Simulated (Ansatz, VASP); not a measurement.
# MgO (Periclase) in two plane-wave programs

Wanted: the spread between two codes on one cell, functional and k mesh. The cell is taken from a series of VASP runs on this material, whose earlier steps may have relaxed, scaled or displaced it; both programs get it as it stands.

Main program and level: Ansatz 0.2.0; plane waves, with VASP 6.6.1 beside it; relaxation of cell and atoms at PBEsol.

## 1. The starting structure

Symmetry: Fm-3m, No. 225, cubic system. Conventional cell: a = 4.210 Å, b = 4.210 Å, c = 4.210 Å, α = 90.00°, β = 90.00°, γ = 90.00°. Nearest to Mg lie 6 O at 2.10 Å. Nearest to O lie 6 Mg at 2.10 Å. Farther neighbours and most contacts between anions are not listed.

## 2. VASP: relaxation of cell and atoms, PBEsol

The relaxed volume is the usual yardstick between codes: its relative difference is about their pressure difference at one cell divided by the bulk modulus.

Lines of VASP's logs that name or quote its potential files are left out, and so is its time.

File INCAR:

```
SYSTEM = MgO
PREC = Accurate
ENCUT = 520
EDIFF = 1E-07
NELM = 100
ISMEAR = 0
SIGMA = 0.05
LREAL = .FALSE.
ALGO = Normal
GGA = PS
NBANDS = 10
LORBIT = 11
LWAVE = .FALSE.
LCHARG = .FALSE.
KPAR = 16
IBRION = 2
NSW = 50
ISIF = 3
EDIFFG = -0.003
```

File POSCAR:

```
MgO
1.0
    0.0000000000      2.1048525352      2.1048525352
    2.1048525352      0.0000000000      2.1048525352
    2.1048525352      2.1048525352      0.0000000000
Mg O
1 1
Direct
    0.0000000000      0.0000000000      0.0000000000
    0.5000000000      0.5000000000      0.5000000000
```

File KPOINTS:

```
Automatic mesh
0
Gamma
13 13 13
0 0 0
```

PAW data sets: Mg and O (PBE family, release 64).

Launch:

```
$ mpirun -np 16 vasp_std
```

Numbers of over 12 decimals in the logs are rounded to 6 here.

Log:

```text
[banner, memory and clock lines left out]
running   16 mpi-ranks, on    1 nodes
 distrk:  each k-point on    1 cores,   16 groups
 distr:  one band on    1 cores,    1 groups

 POSCAR found type information on POSCAR MgO
 POSCAR found :  2 types and       2 ions
|                                                                             |
|           W    W    AA    RRRRR   N    N  II  N    N   GGGG   !!!           |
|           W    W   A  A   R    R  NN   N  II  NN   N  G    G  !!!           |
|           W    W  A    A  R    R  N N  N  II  N N  N  G       !!!           |
|           W WW W  AAAAAA  RRRRR   N  N N  II  N  N N  G  GGG   !            |
|           WW  WW  A    A  R   R   N   NN  II  N   NN  G    G                |
|           W    W  A    A  R    R  N    N  II  N    N   GGGG   !!!           |
|                                                                             |
|     For optimal performance we recommend to set                             |
|       NCORE = 2 up to number-of-cores-per-socket                            |
|     NCORE specifies how many cores store one orbital (NPAR=cpu/NCORE).      |
|     This setting can greatly improve the performance of VASP for DFT.       |
|     The default, NCORE=1 might be grossly inefficient on modern             |
|     multi-core architectures or massively parallel machines. Do your        |
|     Unfortunately you need to use the default for GW and RPA                |
|     calculations (for HF NCORE is supported but not extensively tested      |
|     yet).                                                                   |
|                                                                             |

|                                                                             |
|               ----> ADVICE to this user running VASP <----                  |
|                                                                             |
|     You enforced a specific xc type in the INCAR file but a different       |
|     [... a line on the potential file left out ...]
|     I HOPE YOU KNOW WHAT YOU ARE DOING!                                     |
|                                                                             |

 LDA part: xc-table for (Slater+PW92), standard interpolation
 POSCAR, INCAR and KPOINTS ok, starting setup
 FFT: planning ... GRIDC
 FFT: planning ... GRID_SOFT
 FFT: planning ... GRID
 WAVECAR not read
 entering main loop
       N       E                     dE             d eps       ncg     rms          rms(c)
DAV:   1     0.133157685769E+02    0.13316E+02   -0.47544E+03  1912   0.709E+02
DAV:   2    -0.133191531144E+02   -0.26635E+02   -0.25842E+02  1934   0.141E+02
DAV:   3    -0.138969591706E+02   -0.57781E+00   -0.57734E+00  1986   0.185E+01
DAV:   4    -0.138985093385E+02   -0.15502E-02   -0.15501E-02  1858   0.106E+00
DAV:   5    -0.138985142110E+02   -0.48725E-05   -0.48725E-05  1894   0.590E-02    0.667E+00
DAV:   6    -0.125495433369E+02    0.13490E+01   -0.78687E+00  1716   0.165E+01    0.220E+00
DAV:   7    -0.125260344354E+02    0.23509E-01   -0.45129E-02  1804   0.212E+00    0.129E+00
DAV:   8    -0.125127347407E+02    0.13300E-01   -0.22259E-02  1718   0.186E+00    0.195E-01
DAV:   9    -0.125125478446E+02    0.18690E-03   -0.21423E-04  1926   0.113E-01    0.133E-01
DAV:  10    -0.125124855585E+02    0.62286E-04   -0.37821E-04  1816   0.158E-01    0.557E-03
DAV:  11    -0.125124865909E+02   -0.10324E-05   -0.41654E-06  1816   0.156E-02    0.321E-03
DAV:  12    -0.125124870592E+02   -0.46825E-06   -0.93584E-08  1400   0.363E-03    0.454E-04
DAV:  13    -0.125124871135E+02   -0.54345E-07   -0.17449E-08   928   0.104E-03
   1 F= -.12512487E+02 E0= -.12512487E+02  d E =-.125125E+02
 curvature:   0.00 expect dE= 0.000E+00 dE for cont linesearch  0.000E+00
 trial: gam= 0.00000 g(F)=  0.696E-62 g(S)=  0.791E-08 ort = 0.000E+00 (trialstep = 0.100E+01)
 search vector abs. value=  0.801E-08
 reached required accuracy - stopping structural energy minimisation
```

OUTCAR, selected parts (step 2):

```text
ion  position               nearest neighbor table
   1  0.000  0.000  0.000-   2 2.10   2 2.10   2 2.10   2 2.10   2 2.10   2 2.10
   2  0.500  0.500  0.500-   1 2.10   1 2.10   1 2.10   1 2.10   1 2.10   1 2.10

  LATTYP: Found a face centered cubic cell.
 ALAT       =     4.2097050704

 Subroutine GETGRP returns: Found 48 space group operations
 (whereof 48 operations were pure point group operations)

The static configuration has the point symmetry O_h .

 Found     84 irreducible k-points:

   k-points           NKPTS =     84   k-points in BZ     NKDIM =     84   number of bands    NBANDS=     10

   dimension x,y,z NGX =    24 NGY =   24 NGZ =   24
   dimension x,y,z NGXF=    48 NGYF=   48 NGZF=   48

   ENCUT  =  520.0 eV  38.22 Ry    6.18 a.u.   5.53  5.53  5.53*2*pi/ulx,y,z

   NELECT =       8.0000    total number of electrons

 k-points in reciprocal lattice and weights: Automatic mesh
   0.00000000  0.00000000  0.00000000       0.000
   0.07692308  0.00000000  0.00000000       0.004
   0.15384615  0.00000000  0.00000000       0.004
   0.23076923  0.00000000  0.00000000       0.004
   0.30769231  0.00000000  0.00000000       0.004
   0.38461538  0.00000000  0.00000000       0.004
   0.46153846  0.00000000  0.00000000       0.004
   0.07692308  0.07692308  0.00000000       0.003
   0.15384615  0.07692308  0.00000000       0.011
[...]
-0.30769231  0.46153846  0.15384615       0.011
  -0.30769231  0.46153846  0.23076923       0.011

 average (electrostatic) potential at core
       1 -34.6517       2 -69.5513

 E-fermi :   3.3105

 k-point     1 :       0.0000    0.0000    0.0000
  band No.  band energies     occupation
      1     -14.1348      2.00000
      2       3.0798      2.00000
      3       3.0798      2.00000
      4       3.0798      2.00000
      5       7.7304      0.00000
      6      18.7213      0.00000
      7      18.7213      0.00000
      8      18.7213      0.00000
      9      22.5682      0.00000
    ...

 k-point     2 :       0.0769    0.0000    0.0000
  band No.  band energies     occupation
      1     -14.0703      2.00000
      2       2.6648      2.00000
      3       3.0383      2.00000
      4       3.0383      2.00000
      5       8.1289      0.00000
      6      17.8624      0.00000
      7      18.8689      0.00000
      8      18.8689      0.00000
      9      23.7087      0.00000
    ...

 k-point     3 :       0.1538    0.0000    0.0000
  band No.  band energies     occupation
      1     -13.8859      2.00000
      2       1.7235      2.00000
      3       2.9258      2.00000
      4       2.9258      2.00000
      5       9.0014      0.00000
      6      16.5679      0.00000
      7      19.2341      0.00000
      8      19.2341      0.00000
      9      23.2579      0.00000
    ...

  Total        0.0003307      0.0003307      0.0003307      0.0000000      0.0000000     -0.0000000
  in kB        0.0284101      0.0284101      0.0284101      0.0000000      0.0000000     -0.0000000
  external PRESSURE =       0.0284101 kB  Pullay stress =       0.0000000 kB

  energy-cutoff  :      520.00
  volume of cell :       18.65
      direct lattice vectors                 reciprocal lattice vectors
     0.000000000  2.104852535  2.104852535    -0.237546332  0.237546332  0.237546332
     2.104852535  0.000000000  2.104852535     0.237546332 -0.237546332  0.237546332
     2.104852535  2.104852535  0.000000000     0.237546332  0.237546332 -0.237546332

 POSITION                                       TOTAL-FORCE (eV/Angst)
 -----------------------------------------------------------------------------------
      0.00000      0.00000      0.00000        -0.000000     -0.000000      0.000000
      2.10485      2.10485      2.10485         0.000000      0.000000     -0.000000
 -----------------------------------------------------------------------------------
    total drift:                               -0.000000     -0.000000      0.000000

  FREE ENERGIE OF THE ION-ELECTRON SYSTEM (eV)
  ---------------------------------------------------
  free  energy   TOTEN  =       -12.5124871135 eV

  energy  without entropy=      -12.5124871135  energy(sigma->0) =      -12.51248711

 reached required accuracy - stopping structural energy minimisation

 total charge
# of ion       s       p       d       tot
------------------------------------------
    1        0.150   0.182   0.080   0.412
    2        1.537   3.542   0.000   5.079
--------------------------------------------------
tot          1.688   3.724   0.080   5.491

[... 3 further parts left out ...]
```

CONTCAR:

```
MgO
   1.00000000000000
     0.0000000000000000    2.1048525352000000    2.1048525352000000
     2.1048525352000000    0.0000000000000000    2.1048525352000000
     2.1048525352000000    2.1048525352000000    0.0000000000000000
  Mg              O
     1     1
Direct
     0.0000000000000000    0.0000000000000000    0.0000000000000000
     0.5000000000000000    0.5000000000000000    0.5000000000000000
```

## 3. Ansatz: relaxation of cell and atoms, PBEsol

Ansatz runs on its default PAW (the set named soft_2) files.

The same cell, functional, mesh and smearing now go to Ansatz, which takes its cutoff from its data sets.

File input.yaml:

```yaml
crystal:
  lattice:
    - [0.0, 2.1048525352, 2.1048525352]
    - [2.1048525352, 0.0, 2.1048525352]
    - [2.1048525352, 2.1048525352, 0.0]
  atoms:
    - { symbol: Mg, position: [0.0, 0.0, 0.0] }
    - { symbol: O, position: [0.5, 0.5, 0.5] }
hamiltonian:
  xc: pbesol
  pseudopotentials: { kind: paw }
kpoints:
  mp_grid: { grid: [13, 13, 13] }
scf:
  occupations: { method: gaussian, width: 0.05 }
relax:
  f_tol: 0.01
  max_steps: 60
  cell: { stress_tol: 0.05 }
output:
  forces: true
  stress: true
```

Launch:

```
$ ansatz run input.yaml --threads 4 --pin off --max-ram 9216MiB --backend cpu --events-out ev --progress --plain --runs-dir out
```

Log:

```text
Engine: ansatz 0.2.0, aarch64-unknown-linux-gnu
Pseudopotentials: kind: paw
Pseudopotential: Mg, paw, valence charge 10, recommended cutoff 420 eV (normal), Mg.paw.azcp
Pseudopotential: O, paw, valence charge 6, recommended cutoff 420 eV (normal), O.paw.azcp
Functional definition: PBEsol
  exchange = pbesol_x
  correlation = pbesol_c
Crystal: 2 atoms, lattice volume = 18.651 Å³
Basis set: ecut = 420 eV, 339 PW (Γ), exchange–correlation on 40×40×40 points (8 copies of the dense FFT grid, shifted against one another)
Bands: 12, of which v1, the nominal top of the filled ones, is band 8 counted from 1 (7 counted from 0)
Symmetry: 48 space group operations
Space group: Fm-3m (ITA 225), of the structure as read, at distance tolerance 2.7e-5 Å
k-points: 84 of 2197
Non-local potential: Mg, projectors of the file, l = 0: 3, l = 1: 2, l = 2: 1
Non-local potential: O, projectors of the file, l = 0: 2, l = 1: 2, l = 2: 1
PAW form: soft (Blöchl's): semilocal exchange-correlation on the pseudo side does not see the compensation charge
PAW frozen core: Mg, regenerated for the run's functional, and the local potential with it (the file was generated under x = pbe(κ = 0.804, μ = 0.219515), c = pbe(β = 0.066725))
PAW frozen core: O, regenerated for the run's functional, and the local potential with it (the file was generated under x = pbe(κ = 0.804, μ = 0.219515), c = pbe(β = 0.066725))
PAW one-centre angular grid: Mg, 110 points (default); XC on 64 Gauss nodes
PAW one-centre angular grid: O, 110 points (default); XC on 64 Gauss nodes
Initial density: superposition of atomic densities (neutral atoms: chi_scale 0, normalization atom), corrected by the library's trained network
Initial wavefunctions: pseudopotential atomic-orbital guess
Functional: x = pbesol(κ = 0.804, μ = 0.123457), c = pbesol(β = 0.046)
SCF iter   1: F=—  HF=-2475.880617 eV  |F-HF|=—  |Δ(HF+E_count)|=         —  Δρ=1.46e-2  dr2=3.14e-2  ethr=1.77e-3  ⟨swp⟩=5.4  Hψ=5748  notcnv=0
preconditioner: auto → none  [insulator: Δε(μ)=4.525 eV  Ē_g=18.309 eV  σ=0.050 eV  W_gap=1.00  n_scr=8 (ndim 8)  ℏωp=24.3 eV  f_vac=0.000  D(μ)=0.00/eV (n_scr^D=0)  ε∞_Penn≈2.8]
SCF iter   2: F=—  HF=-2475.872065 eV  |F-HF|=—  |Δ(HF+E_count)|=   8.55e-3  Δρ=4.11e-3  dr2=3.08e-3  ethr=1.97e-4  ⟨swp⟩=2.0  Hψ=1985  notcnv=0
SCF iter   3: F=—  HF=-2475.871286 eV  |F-HF|=—  |Δ(HF+E_count)|=   7.80e-4  Δρ=6.62e-4  dr2=4.36e-5  ethr=1.92e-5  ⟨swp⟩=2.0  Hψ=1341  notcnv=0
SCF iter   4: F=—  HF=-2475.871264 eV  |F-HF|=—  |Δ(HF+E_count)|=   2.14e-5  Δρ=1.14e-4  dr2=9.44e-7  ethr=2.73e-7  ⟨swp⟩=2.7  Hψ=1628  notcnv=0
SCF iter   5: F=—  HF=-2475.871263 eV  |F-HF|=—  |Δ(HF+E_count)|=   8.29e-7  Δρ=3.69e-5  dr2=1.03e-7  ethr=5.90e-9  ⟨swp⟩=2.0  Hψ=1381  notcnv=0
SCF iter   6: F=-2475.871263 eV  HF=-2475.871263 eV  |F-HF|=4.00e-10  |Δ(HF+E_count)|=   4.97e-8  Δρ=3.93e-6  dr2=1.48e-9  ethr=6.25e-10  ⟨swp⟩=4.0  Hψ=3151  notcnv=0
SCF 1 converged in 6 iterations: F = -2475.871263 eV  dr2 = 1.48e-9
  greatest PAW one-centre occupation: 1.000 electrons in one spin orbital (limit 2), on the Mg atom at site 0 (counted from 0), in its partial waves of l = 0
relax step   1: F+E_penalty+E_count = -2475.87126339 eV  Δ(F+E_penalty+E_count) = +0.000e0 eV  max|allowed force component| = 1.129e-29 eV/Å  Δτ_max = 0.0000 Å  P = +0.500 GPa  Ω = 18.651 Å³  (6 SCF iters, dr2 threshold 1.00e-7 eV, accepted)
[...]
relax step   2: F+E_penalty+E_count = -2475.87122139 eV  Δ(F+E_penalty+E_count) = +4.200e-5 eV  max|allowed force component| = 3.918e-29 eV/Å  Δτ_max = 0.0000 Å  P = +0.281 GPa  Ω = 18.675 Å³  energy of the carried Pulay correction = -1.017e-4 eV  (6 SCF iters, dr2 threshold 2.00e-7 eV, accepted)
[...]
relax step   3: F+E_penalty+E_count = -2475.87111813 eV  Δ(F+E_penalty+E_count) = +1.033e-4 eV  max|allowed force component| = 3.537e-29 eV/Å  Δτ_max = 0.0000 Å  P = +0.001 GPa  Ω = 18.707 Å³  energy of the carried Pulay correction = -2.327e-4 eV  (6 SCF iters, dr2 threshold 1.98e-7 eV, accepted)
[...]
relax step   4: F+E_penalty+E_count = -2475.87144785 eV  Δ(F+E_penalty+E_count) = -3.297e-4 eV  max|allowed force component| = 4.759e-29 eV/Å  Δτ_max = 0.0000 Å  P = +0.026 GPa  Ω = 18.707 Å³  stress off target by 2.58e-2 GPa  SCF on the basis re-selected at this cell (its energy is not comparable with the rows above)  (8 SCF iters)
basis re-selected at this cell: Δ(F+E_penalty+E_count) = -3.297e-4 eV, ΔP = +0.025 GPa vs the last step (what re-selecting the basis moved, of the pressure what is left beyond the Pulay correction that the steps carried, after the strain that the cell walked since its last selection, with what the two solves' SCF thresholds leave and, on support functions, any second-order correction that the steps lacked; it is no m [...]
SCF converged after 8 iterations
Free energy (F): -2475.871448 eV
Harris-Foulkes:  -2475.871448 eV  (|F-HF|=0.00e0)
Internal energy: -2475.871448 eV  (E = F + TS)
E sigma→0 (E₀):  -2475.871448 eV
Fermi energy:    10.308136 eV
--- Per-component energies (eV) ---
  E_band       = -292.389161
  E_kinetic    = 254.945252
  E_local      = -1601.806847  (includes V_loc(G=0)·N_el)
  E_nonlocal   = 143.746428
  E_hartree    = 552.937638
  E_xc         = -103.901401
  E_vxc        = -133.878333  (∫ρ·V_xc dr)
  E_paw        = -433.089589  (= ΣΔE_a)
  E_vpaw       = -61.273453  (= ΣTr[D̂ρ^β])
  E_aug_tail   = 0.002515  (compensation charges beyond the density's cutoff)
  E_ewald      = -1288.799595
  E_core_change = 0.094150  (= ΣΔE_core)
  E_smearing   = -0.000000  (= −TS)
  E_closure    = 0.000000  (closes the sum)
  Σ components = -2475.871448   (vs F -2475.871448, Δ=0.00e0)
--- Forces (eV/Å), atoms counted from 1 ---
  atom   1  Mg    -0.00000000     0.00000000    -0.00000000
  atom   2  O      0.00000000    -0.00000000    -0.00000000
  max |Σ_I F_I| component: 8.99e-29 eV/Å
--- Stress (GPa, compression-positive) ---
        0.025835      -0.000000      -0.000000
       -0.000000       0.025835      -0.000000
       -0.000000      -0.000000       0.025835
  P = ⅓ Tr σ = 0.0258 GPa (0.258 kbar)
--- Relaxed structure (3 steps of the walk, 3 accepted, 1 SCFs on fresh bases) ---
  F+E_penalty+E_count = -2475.87144785 eV   max|allowed force component| = 4.759e-29 eV/Å   (the final SCF, on the basis selected at the relaxed cell)
  cell:  # Å, volume = 18.7067 Å³
    - [0, 2.106958, 2.106958]
    - [2.106958, 0, 2.106958]
    - [2.106958, 2.106958, 0]
  atoms:
    - { symbol: Mg, position: [0, 0, 0] }
    - { symbol: O, position: [0.500000, 0.500000, 0.500000] }
```

It took 1.3 s on 4 threads of Arm Neoverse V2, shared host; peak memory 0.28 GiB.

## 4. Comparison

Known differences besides the potentials themselves: both relaxations stop at a tolerance, which leaves soft axes loose, and VASP keeps its plane-wave basis; the data sets hold 16 valence electrons in Ansatz (default PAW (the set named soft_2) files) and 8 in VASP; the cutoff is 420 eV in Ansatz and 520 eV in VASP; Ansatz makes its cores anew for this functional, VASP keeps those of its PBE data sets; VASP leaves aspherical gradient terms in its spheres out (LASPH is not set), Ansatz keeps them; Ansatz adds a Pulay correction to the stress that steers its cell, VASP none. Total energies have different zeros and are not compared.

Both answers:

| quantity | Ansatz | VASP | difference |
| --- | --- | --- | --- |
| volume (Å³) | 18.71 | 18.65 | +0.30 % |
| edge a after relaxation, in the typed setting (Å) | 2.980 | 2.977 | +0.10 % |

The walks stopped with 0.03 GPa left in Ansatz and 0.00 GPa in VASP; each walk ends within a tolerance, so the volume difference is uncertain by about these residues over the bulk modulus, most in soft cells.

## 5. What came out

| Item | Value |
| --- | --- |
| difference in volume (relaxation of cell and atoms, PBEsol) | 0.30 % |

In words: The difference in volume is 0.30 % (relaxation of cell and atoms, PBEsol), within the 1.2 % picked in this series as the mark of a large difference, as far as the stopping tolerances let one tell. How closely two codes agree says nothing of how well the functional describes the real material.

[Lines on the potential files, build, host, timing and source positions are cut from VASP's logs without a mark.]

[Logs are printed without paths, hosts, clocks, repeated set-up lines and the standing remarks that a program may print on its own settings, such as how far it seeks lower states.]

[Hosts, paths, dates, database ids (printed as entryN), source tags and the programs' standing remarks are cut or masked in the printed files.]
